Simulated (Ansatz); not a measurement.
Polymorphs of HfC₄

All numbers below come from DFT PBE, scalar-relativistic, plane waves, PAW in Ansatz 0.2.0. All cells share a 420 eV cutoff and Γ-centred k meshes spaced at most about 0.3 Å⁻¹ (about 0.25 or finer for metals, 2π included). No spin polarisation.

Energies over the elements count from the elements' standard structures at the same level, with no fitted energy shifts.

All energies are static (0 K, no zero-point motion). Larger cells and other orderings weren't all tried, so the list isn't exhaustive. These runs have no spin–orbit coupling, which can matter for Hf. The reference form of C is held partly by dispersion forces, which this level lacks.

Invented guesses were relaxed alike, and ends that match in structure were merged. ΔE counts from the first row. Coordination counts C atoms around Hf (those within 1.25 times the shortest such distance or 1.15 times the sum of covalent radii; a slash parts the counts of unlike sites). The ends were matched against large subsets of the Crystallography Open Database and the Materials Project, so a missing match doesn't prove that a structure is unreported.

```json
{"#": "1", "reached from": "a cell proposed by chemical analogy", "type and space group": "Pmmm (No. 47)", "atoms": "10", "Å³/atom": "9.8", "coordination": "Hf 4/12", "ΔE (meV/atom)": "0", "gap on mesh (eV)": "0.00", "in databases": "no match"}
{"#": "2", "reached from": "a cell proposed by chemical analogy", "type and space group": "P-3m1 (No. 164)", "atoms": "15", "Å³/atom": "11.0", "coordination": "Hf 6/12", "ΔE (meV/atom)": "33", "gap on mesh (eV)": "0.00", "in databases": "no match"}
{"#": "3", "reached from": "LuAg4 type (I4/m), changed on relaxing", "type and space group": "I4/mmm (No. 139)", "atoms": "5", "Å³/atom": "10.8", "coordination": "Hf 12", "ΔE (meV/atom)": "175", "gap on mesh (eV)": "0.00", "in databases": "no match"}
```

The lowest: Space group Pmmm (No. 47), orthorhombic, a = 4.317 Å, b = 4.493 Å, c = 5.040 Å. Hf on its first site has 4 C at 2.36 Å; around Hf on its second site lie 12 C at 2.67 Å; C on a site of symmetry m is surrounded by 3 C at 1.44–1.46 Å, 6 C at 2.49–2.54 Å and 2 Hf at 2.67 Å; C on a site of symmetry 2mm has 3 C at 1.46 Å and 2 Hf at 2.36 Å; around C on a second site of symmetry 2mm lie 3 C at 1.44–1.45 Å, 6 C at 2.49–2.52 Å and 2 Hf at 2.67 Å. Its energy over the elements is +0.31 eV/atom. It can't be a ground state, since the elements alone are lower. An observed structure of this formula, if there is one, may be missing.

```xyz
10
Lattice="4.3169 0.0000 0.0000 0.0000 4.4931 0.0000 0.0000 0.0000 5.0400" Properties=species:S:1:pos:R:3 pbc="T T T"
Hf    2.1584    0.0000    2.5200
Hf    0.0000    0.0000    0.0000
C     0.7180    2.2466    3.7908
C     1.4268    2.2466    2.5200
C     0.7180    2.2466    1.2492
C     1.4344    2.2466    0.0000
C     3.5989    2.2466    1.2492
C     2.8824    2.2466    0.0000
C     3.5989    2.2466    3.7908
C     2.8901    2.2466    2.5200
```

The second: Space group P-3m1 (No. 164), trigonal, a = 4.321 Å, c = 10.232 Å. Hf on a site of symmetry -3m has 12 C at 2.49 Å; around Hf on a site of symmetry 3m lie 6 C at 2.49 Å; C has 3 C at 1.44–1.45 Å, 6 C at 2.49–2.50 Å and 2 Hf at 2.49 Å. Counting C atoms around Hf, the first has Hf 4/12 and the second has Hf 6/12. The first and the second both hold C–C nets. Cells relaxed within their symmetry can be saddle points. Some types were kept out of the candidates beforehand, so the set may lack a known form.
